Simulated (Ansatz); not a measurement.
Wanted: the native input for an Ansatz 0.2.0 run.

```
Task                    : single point
Functional              : HSE06 form with a typed share of exact exchange
Potentials or basis     : Ansatz PAW
Cutoff                  : 420 eV (not typed: the program's choice for these potentials)
k mesh                  : 5 × 5 × 5
Occupations             : fermi-dirac, width 0.05 eV
Spin                    : no spin polarisation
Screening (1/Å)         : 0.2
Share of exact exchange : 0.4
```

TaN:

```
Ta N
1.0
     2.93800    0.00000    0.00000
    -1.46900    2.54438    0.00000
     0.00000    0.00000    2.88300
Ta N
1 1
Cartesian
  0.0000 0.0000 1.4415
  1.4690 0.8481 0.0000
```

These files were run (other wordings do the same):

input.yaml

```yaml
crystal:
  lattice:
    - [2.938, 0.0, 0.0]
    - [-1.469, 2.5443826363, 0.0]
    - [0.0, 0.0, 2.883]
  atoms:
    - { symbol: Ta, position: [0.0, 0.0, 0.5] }
    - { symbol: "N", position: [0.6666666667, 0.3333333333, 0.0] }
hamiltonian:
  xc: { exchange: pbe, correlation: pbe, exx: { coeff: 0.4, omega: 0.2 } }
  pseudopotentials: { kind: paw }
kpoints:
  mp_grid: { grid: [5, 5, 5] }
scf:
  occupations: { method: fermi_dirac, width: 0.05 }
output:
  forces: true
  stress: true
  eigenvalues: true
```

Potentials or basis: Ansatz PAW.

Run with:

```console
$ ansatz run input.yaml --threads 2 --pin off --max-ram 5632MiB --backend cpu --events-out ev --progress --plain --runs-dir out
```

Results of the run:

```json
{
  "Pressure": "-8.4 GPa",
  "Band gap on the k mesh": "none (metal or under the smearing width)"
}
```

Caveat: the k mesh is coarse (spacing up to 0.49 Å⁻¹), so the values aren't converged, least of all with exact exchange; the pressure holds a Pulay correction of +0.3 GPa for the finite cutoff; the PAW data sets come from PBE, with cores solved anew for the run's functional, which leaves a small shift of forces and pressure; the thresholds are loose for stress.

Run time: 13 s on 2 threads of Intel(R) Xeon(R) Processor @ 2.70GHz, on a shared host, peak memory 0.63 GiB.
